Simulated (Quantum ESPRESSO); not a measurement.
# GaP (P6_3/mmc) in Quantum ESPRESSO: projected density of states with PBE+rVV10

Aim: the projected density of states of GaP with PBE+rVV10.

Everything below comes from runs of Quantum ESPRESSO 7.5. Logs are shortened: lines on timing, memory, paths and dates and some standing lists are left out, and cuts for length are marked.

### Step 1. The crystal as given

It takes space group P6_3/mmc (No. 194, hexagonal). Conventional cell: a = 3.781 Å, b = 3.781 Å, c = 5.071 Å, α = 90.00°, β = 90.00°, γ = 120.00°. Ga (site symmetry -3m) has 6 P at 2.52 Å and 2 Ga at 2.54 Å as nearest neighbours. Around P (site symmetry -6m2) lie 6 Ga at 2.52 Å.

The cell was built by a generator and needn't be a form met in nature.

### Step 2. Projected density of states, PBE+rVV10

Input file pw.in:

```
&CONTROL
  calculation = 'scf'
  prefix = 'pwscf'
  outdir = './tmp'
  pseudo_dir = './pseudo'
  tprnfor = .true.
  tstress = .true.
  disk_io = 'low'
/
&SYSTEM
  ibrav = 0
  nat = 4
  ntyp = 2
  ecutwfc = 70
  nbnd = 26
  input_dft = 'sla+pw+pbx+pbc+vv10'
  occupations = 'smearing'
  smearing = 'fd'
  degauss = 0.01469973
/
&ELECTRONS
  conv_thr = 8d-10
  electron_maxstep = 120
  mixing_beta = 0.5
/
ATOMIC_SPECIES
Ga    69.7230 31_Ga_13_1.9_2.4_pbe_n_v1.0.upf
P     30.9738 15_P_5_1.8_1.9_pbe_n_v1.0.upf
CELL_PARAMETERS angstrom
   3.7812351800    0.0000000000    0.0000000000
  -1.8906175900    3.2746457200    0.0000000000
   0.0000000000    0.0000000000    5.0708722500
ATOMIC_POSITIONS crystal
Ga     0.0000000000    0.0000000000    0.0000000000
Ga     0.0000000000    0.0000000000    0.5000000000
P      0.3333333300    0.6666666700    0.2500000000
P      0.6666666700    0.3333333300    0.7500000000
K_POINTS automatic
8 8 5 0 0 0
```

Input file pp_density.in:

```
&INPUTPP
  prefix = 'pwscf'
  outdir = './tmp'
  filplot = 'density.dat'
  plot_num = 0
/
&PLOT
  nfile = 1
  filepp(1) = 'density.dat'
  iflag = 3
  output_format = 6
  fileout = 'density.cube'
/
```

Input file pp_potential.in:

```
&INPUTPP
  prefix = 'pwscf'
  outdir = './tmp'
  filplot = 'potential.dat'
  plot_num = 11
/
&PLOT
  nfile = 1
  filepp(1) = 'potential.dat'
  iflag = 3
  output_format = 6
  fileout = 'potential.cube'
/
```

Input file pp_elf.in:

```
&INPUTPP
  prefix = 'pwscf'
  outdir = './tmp'
  filplot = 'elf.dat'
  plot_num = 8
/
&PLOT
  nfile = 1
  filepp(1) = 'elf.dat'
  iflag = 3
  output_format = 6
  fileout = 'elf.cube'
/
```

Input file nscf.in:

```
&CONTROL
  calculation = 'nscf'
  prefix = 'pwscf'
  outdir = './tmp'
  pseudo_dir = './pseudo'
  disk_io = 'low'
/
&SYSTEM
  ibrav = 0
  nat = 4
  ntyp = 2
  ecutwfc = 70
  nbnd = 26
  input_dft = 'sla+pw+pbx+pbc+vv10'
  occupations = 'tetrahedra_opt'
/
&ELECTRONS
  conv_thr = 1d-08
  electron_maxstep = 120
  mixing_beta = 0.5
/
ATOMIC_SPECIES
Ga    69.7230 31_Ga_13_1.9_2.4_pbe_n_v1.0.upf
P     30.9738 15_P_5_1.8_1.9_pbe_n_v1.0.upf
CELL_PARAMETERS angstrom
   3.7812351800    0.0000000000    0.0000000000
  -1.8906175900    3.2746457200    0.0000000000
   0.0000000000    0.0000000000    5.0708722500
ATOMIC_POSITIONS crystal
Ga     0.0000000000    0.0000000000    0.0000000000
Ga     0.0000000000    0.0000000000    0.5000000000
P      0.3333333300    0.6666666700    0.2500000000
P      0.6666666700    0.3333333300    0.7500000000
K_POINTS automatic
12 12 8 0 0 0
```

Input file projwfc.in:

```
&PROJWFC
  prefix = 'pwscf'
  outdir = './tmp'
  filpdos = 'p'
  Emin = -3
  Emax = 22
  DeltaE = 0.05
/
```

Potentials or basis: SPMS 1.0 PBE.

Launch:

```bash
OMP_NUM_THREADS=1 pw.x -in pw.in > pw.out
OMP_NUM_THREADS=1 pp.x -in pp_density.in > pp_density.out
OMP_NUM_THREADS=1 pp.x -in pp_potential.in > pp_potential.out
OMP_NUM_THREADS=1 pp.x -in pp_elf.in > pp_elf.out
OMP_NUM_THREADS=1 pw.x -in nscf.in > nscf.out
OMP_NUM_THREADS=1 projwfc.x -in projwfc.in > projwfc.out
```

pw.out:

```text
This program is part of the open-source Quantum ESPRESSO suite
     for quantum simulation of materials; please cite
         "P. Giannozzi et al., J. Phys.:Condens. Matter 21 395502 (2009);
         "P. Giannozzi et al., J. Phys.:Condens. Matter 29 465901 (2017);
         "P. Giannozzi et al., J. Chem. Phys. 152 154105 (2020);
     in publications or presentations arising from this work. More details at

     IMPORTANT: XC functional enforced from input :
     Exchange-correlation= SLA+PW+PBX+PBC+VV10
                           (   1   4   3   4  26   0   0)
     Any further DFT definition will be discarded
     Please, verify this is what you really want

     Message from routine setup:
     using ibrav=0 with symmetry is DISCOURAGED, use correct ibrav instead

     G-vector sticks info
     --------------------
     sticks:   dense  smooth     PW     G-vecs:    dense   smooth      PW
     Sum         979     979    283                33549    33549    5181

     Using Slab Decomposition

     bravais-lattice index     =            0
     lattice parameter (alat)  =       7.1455  a.u.
     unit-cell volume          =     423.7184 (a.u.)^3
     number of atoms/cell      =            4
     number of atomic types    =            2
     number of electrons       =        36.00
     number of Kohn-Sham states=           26
     kinetic-energy cutoff     =      70.0000  Ry
     charge density cutoff     =     280.0000  Ry
     scf convergence threshold =      8.0E-10
     mixing beta               =       0.5000
     number of iterations used =            8  plain     mixing
     Exchange-correlation= SLA+PW+PBX+PBC+VV10
                           (   1   4   3   4  26   0   0)

     celldm(1)=   7.145499  celldm(2)=   0.000000  celldm(3)=   0.000000
     celldm(4)=   0.000000  celldm(5)=   0.000000  celldm(6)=   0.000000

     crystal axes: (cart. coord. in units of alat)
               a(1) = (   1.000000   0.000000   0.000000 )
               a(2) = (  -0.500000   0.866025   0.000000 )
               a(3) = (   0.000000   0.000000   1.341062 )

     reciprocal axes: (cart. coord. in units 2 pi/alat)
               b(1) = (  1.000000  0.577350 -0.000000 )
               b(2) = (  0.000000  1.154701  0.000000 )
               b(3) = (  0.000000 -0.000000  0.745677 )

     PseudoPot. # 1 for Ga read from file:
     31_Ga_13_1.9_2.4_pbe_n_v1.0.upf
     Pseudo is Norm-conserving + core correction, Zval = 13.0
     Generated using ONCVPSP code by D. R. Hamann
     Using radial grid of 1902 points,  6 beta functions with:
                l(1) =   0
                l(2) =   0
                l(3) =   1
                l(4) =   1
                l(5) =   2
                l(6) =   2

     PseudoPot. # 2 for P  read from file:
     15_P_5_1.8_1.9_pbe_n_v1.0.upf
     Pseudo is Norm-conserving + core correction, Zval =  5.0
     Generated using ONCVPSP code by D. R. Hamann
     Using radial grid of 1300 points,  6 beta functions with:
                l(1) =   0
                l(2) =   0
                l(3) =   1
                l(4) =   1
                l(5) =   2
                l(6) =   2

     atomic species   valence    mass     pseudopotential
     Ga               13.00    69.72300     Ga( 1.00)
     P                 5.00    30.97380     P ( 1.00)

     24 Sym. Ops., with inversion, found (12 have fractional translation)

   Cartesian axes

     site n.     atom                  positions (alat units)
         1        Ga     tau(   1) = (   0.0000000   0.0000000   0.0000000  )
         2        Ga     tau(   2) = (   0.0000000   0.0000000   0.6705312  )
         3        P      tau(   3) = (  -0.0000000   0.5773503   0.3352656  )
         4        P      tau(   4) = (   0.5000000   0.2886751   1.0057968  )

     number of k points=    30  Fermi-Dirac smearing, width (Ry)=  0.0147
                       cart. coord. in units 2pi/alat
        k(    1) = (   0.0000000   0.0000000   0.0000000), wk =   0.0062500
        k(    2) = (   0.0000000   0.0000000   0.1491355), wk =   0.0125000
        k(    3) = (   0.0000000   0.0000000   0.2982710), wk =   0.0125000
        k(    4) = (   0.0000000   0.1443376   0.0000000), wk =   0.0375000
        k(    5) = (   0.0000000   0.1443376   0.1491355), wk =   0.0750000
        k(    6) = (   0.0000000   0.1443376   0.2982710), wk =   0.0750000
[... 22 lines left out ...]
        k(   29) = (   0.2500000   0.5773503   0.1491355), wk =   0.0750000
        k(   30) = (   0.2500000   0.5773503   0.2982710), wk =   0.0750000

     Dense  grid:    33549 G-vectors     FFT dimensions: (  40,  40,  54)

     Initial potential from superposition of free atoms

     starting charge      35.9944, renormalised to      36.0000

Carrying out rVV10 run using the following parameters:
Nqs =      20    Nr_points =    1024   r_max =   100.000
b_value =  6.30000    beta =  0.00901
     q_mesh =  0.00010000  0.00030000  0.00058939  0.00100810
               0.00161396  0.00249058  0.00375900  0.00559430
               0.00824984  0.01209221  0.01765183  0.02569619
               0.03733578  0.05417739  0.07854596  0.11380545
               0.16482331  0.23864234  0.34545298  0.50000000

Gradients computed in Reciprocal space

     Starting wfcs are   26 randomized atomic wfcs

     Self-consistent Calculation

     iteration #  1     ecut=    70.00 Ry     beta= 0.50
     Davidson diagonalization with overlap
     ethr =  1.00E-02,  avg # of iterations =  6.6

     Threshold (ethr) on eigenvalues was too large:
     Diagonalizing with lowered threshold

     Davidson diagonalization with overlap
     ethr =  2.29E-04,  avg # of iterations =  4.1

     total energy              =    -322.63188581 Ry
     estimated scf accuracy    <       0.08277516 Ry

     iteration #  2     ecut=    70.00 Ry     beta= 0.50
     Davidson diagonalization with overlap
     ethr =  2.30E-04,  avg # of iterations =  2.2

     total energy              =    -322.64823693 Ry
     estimated scf accuracy    <       0.00854012 Ry

     iteration #  3     ecut=    70.00 Ry     beta= 0.50
     Davidson diagonalization with overlap
     ethr =  2.37E-05,  avg # of iterations =  3.3

     total energy              =    -322.64884810 Ry
     estimated scf accuracy    <       0.00158901 Ry
[... 26 lines left out ...]
     total energy              =    -322.64890502 Ry
     estimated scf accuracy    <       0.00000006 Ry

     iteration #  8     ecut=    70.00 Ry     beta= 0.50
     Davidson diagonalization with overlap
     ethr =  1.68E-10,  avg # of iterations =  1.4

     total energy              =    -322.64890501 Ry
     estimated scf accuracy    <       0.00000001 Ry

     iteration #  9     ecut=    70.00 Ry     beta= 0.50
     Davidson diagonalization with overlap
     ethr =  3.00E-11,  avg # of iterations =  2.0

     End of self-consistent calculation

          k = 0.0000 0.0000 0.0000 (  4225 PWs)   bands (ev):

    -3.8283  -3.5797  -3.5797  -3.3641  -3.3641  -3.2991  -3.2991  -3.1975
    -3.1975  -3.1556  -2.5807   1.4626   4.4573   9.8438   9.8438  10.6084
    10.6084  11.3736  12.4319  13.2843  15.9951  15.9951  17.0767  17.0767
    18.5824  18.7699

          k = 0.0000 0.0000 0.1491 (  4189 PWs)   bands (ev):

    -3.7546  -3.5471  -3.5471  -3.3557  -3.3557  -3.3109  -3.3109  -3.2303
    -3.2303  -3.2148  -2.3798   0.5706   5.6327   9.9928   9.9928  10.6323
    10.6323  11.0851  12.5055  12.9108  15.4576  15.4576  15.9231  15.9231
    17.6524  20.1693

          k = 0.0000 0.0000 0.2983 (  4250 PWs)   bands (ev):

    -3.5758  -3.4613  -3.4613  -3.3722  -3.3615  -3.3615  -3.3327  -3.3327
    -3.2944  -3.2944  -1.7636  -0.7398   7.7243   9.7755  10.3372  10.3372
    10.5981  10.5981  12.6097  12.6331  14.8214  14.8214  14.9172  14.9172
    17.3388  18.2728
[... 52 lines left out ...]
    -3.7463  -3.6858  -3.5569  -3.3858  -3.3458  -3.3039  -3.2795  -3.2482
    -3.2279  -3.1613  -0.5876   1.5850   4.0016   5.9047   7.5546   7.8268
    10.2151  10.8760  12.2086  13.1029  15.6393  15.7794  18.3296  19.4052
    19.6563  20.5002

          k = 0.0000 0.4330 0.2983 (  4187 PWs)   bands (ev):

    -3.5839  -3.5591  -3.4670  -3.4475  -3.3545  -3.3529  -3.3423  -3.3025
    -3.2879  -3.2662  -0.0054   0.8397   4.0662   4.8428   8.5058   9.0288
     9.5708  10.3754  12.2658  13.8815  15.9742  17.1734  17.5809  19.0876
    19.9677  20.5595

          k = 0.0000-0.5774 0.0000 (  4178 PWs)   bands (ev):

    -3.8178  -3.7466  -3.5928  -3.4039  -3.3228  -3.2994  -3.2602  -3.2069
    -3.1977  -3.0873   0.2913   0.7716   4.5962   6.2100   7.3930   7.3990
     7.8843  11.7111  12.1401  13.5339  14.1473  14.4940  20.7282  20.7785
    21.1763  21.2039

          k = 0.0000-0.5774 0.1491 (  4176 PWs)   bands (ev):

    -3.7448  -3.7078  -3.5588  -3.3910  -3.3513  -3.2941  -3.2753  -3.2502
    -3.2265  -3.1523   0.4696   0.8866   4.0623   4.9568   7.6297   8.0080
     9.5350  10.7722  12.1083  12.6316  15.6829  15.7174  18.8679  20.6010
    20.8162  21.7122

          k = 0.0000-0.5774 0.2983 (  4174 PWs)   bands (ev):

    -3.6011  -3.5572  -3.4682  -3.4588  -3.3565  -3.3542  -3.3400  -3.3017
    -3.2800  -3.2602   0.8795   1.0764   3.4110   3.7132   8.3210   9.1176
     9.4117  10.3036  12.4357  13.7256  16.2046  16.2331  17.8790  20.0082
    20.2759  21.7382

          k = 0.1250 0.2165 0.0000 (  4205 PWs)   bands (ev):

    -3.8237  -3.6428  -3.5889  -3.3754  -3.3444  -3.3053  -3.2856  -3.2010
    -3.1981  -3.1289  -1.9764   1.8982   5.0388   6.3156   7.4529  10.1326
    10.4968  12.2068  13.4568  13.9191  14.9071  15.6893  16.2147  16.3572
    18.3522  19.5188

          k = 0.1250 0.2165 0.1491 (  4190 PWs)   bands (ev):

    -3.7507  -3.6092  -3.5557  -3.3662  -3.3369  -3.3244  -3.2980  -3.2402
    -3.2305  -3.1899  -1.7650   1.1025   5.8464   6.4740   7.8759   9.7001
     9.9483  12.1652  13.5607  13.6633  14.6784  16.0974  16.6672  16.9207
    17.9194  19.0277
[... 80 lines left out ...]
    -3.7438  -3.6678  -3.6168  -3.3652  -3.3416  -3.3119  -3.2942  -3.2405
    -3.2330  -3.1512   1.0225   1.3594   2.8383   5.4444   6.5799   7.5496
     9.7636  10.1865  11.5686  15.0827  16.5160  17.9013  18.0535  18.7841
    19.2014  20.9740

          k = 0.2500 0.5774 0.2983 (  4186 PWs)   bands (ev):

    -3.5740  -3.5557  -3.5360  -3.4105  -3.3865  -3.3306  -3.3247  -3.3050
    -3.2903  -3.2763   1.3383   1.5013   3.2105   4.0563   5.9897   6.3954
    11.5998  12.1667  13.7254  15.3437  15.6920  16.7218  17.1304  17.6273
    18.9323  19.8769

     the Fermi energy is    12.0069 ev

!    total energy              =    -322.64890502 Ry
     estimated scf accuracy    <          1.6E-10 Ry
     smearing contrib. (-TS)   =      -0.01301525 Ry
     internal energy E=F+TS    =    -322.63588976 Ry

     The total energy is F=E-TS. E is the sum of the following terms:
     one-electron contribution =    -110.90651807 Ry
     hartree contribution      =      87.10115707 Ry
     xc contribution           =     -86.91687003 Ry
     ewald contribution        =    -211.91365874 Ry

     convergence has been achieved in   9 iterations

     Forces acting on atoms (cartesian axes, Ry/au):

     atom    1 type  1   force =     0.00000000   -0.00000000   -0.00000000
     atom    2 type  1   force =     0.00000000   -0.00000000   -0.00000000
     atom    3 type  2   force =     0.00000000   -0.00000000    0.00000000
     atom    4 type  2   force =     0.00000000    0.00000000    0.00000000

     Total force =     0.000000     Total SCF correction =     0.000000

     Computing stress (Cartesian axis) and pressure

          total   stress  (Ry/bohr**3)                   (kbar)     P=      124.74
   0.00033668  -0.00000000   0.00000000           49.53       -0.00        0.00
  -0.00000000   0.00033668   0.00000000           -0.00       49.53        0.00
   0.00000000   0.00000000   0.00187053            0.00        0.00      275.16

=------------------------------------------------------------------------------=
   JOB DONE.
=------------------------------------------------------------------------------=
```

It took 2.2 min on 1 thread of Intel Xeon Platinum 8488C (Sapphire Rapids), shared host; peak memory 0.2 GiB.

Results:

| Item | Value |
| --- | --- |
| Free energy | -4389.8620 eV |
| Pressure | 12.5 GPa |
| Band gap on the k mesh | none (metal or under the smearing width) |

Stress tensor (GPa, compression positive):
```
 4.95  0.00  0.00
 0.00  4.95  0.00
 0.00  0.00 27.52
```

States per cell in windows of 1 eV (zero at the Fermi level; states under -8 eV left out):
```tsv
from (eV)	total	P#3 p wfc2	P#4 p wfc2	Ga#1 p wfc3	Ga#2 p wfc3	Ga#1 s wfc2	Ga#2 s wfc2
-8.0	0.97	0.19	0.19	0.10	0.10	0.12	0.12
-7.0	1.15	0.26	0.26	0.12	0.12	0.12	0.12
-6.0	1.22	0.31	0.31	0.16	0.16	0.07	0.07
-5.0	1.60	0.46	0.46	0.24	0.24	0.04	0.04
-4.0	1.73	0.50	0.50	0.22	0.22	0.06	0.06
-3.0	1.56	0.47	0.47	0.18	0.18	0.06	0.06
-2.0	1.63	0.54	0.54	0.14	0.14	0.07	0.07
-1.0	1.24	0.43	0.43	0.08	0.08	0.06	0.06
0.0	1.45	0.33	0.33	0.09	0.09	0.19	0.19
1.0	1.75	0.37	0.37	0.11	0.11	0.24	0.24
2.0	1.35	0.21	0.21	0.21	0.21	0.12	0.12
3.0	1.84	0.18	0.18	0.46	0.46	0.05	0.05
4.0	2.28	0.22	0.22	0.52	0.52	0.04	0.04
5.0	1.97	0.20	0.20	0.34	0.34	0.05	0.05
6.0	1.58	0.14	0.14	0.25	0.25	0.05	0.05
7.0	1.92	0.15	0.15	0.27	0.27	0.05	0.05
```

Caveat: rVV10's parameter b was fitted to another functional; pairwise dispersion overbinds metals, which lowers pressure and volume.
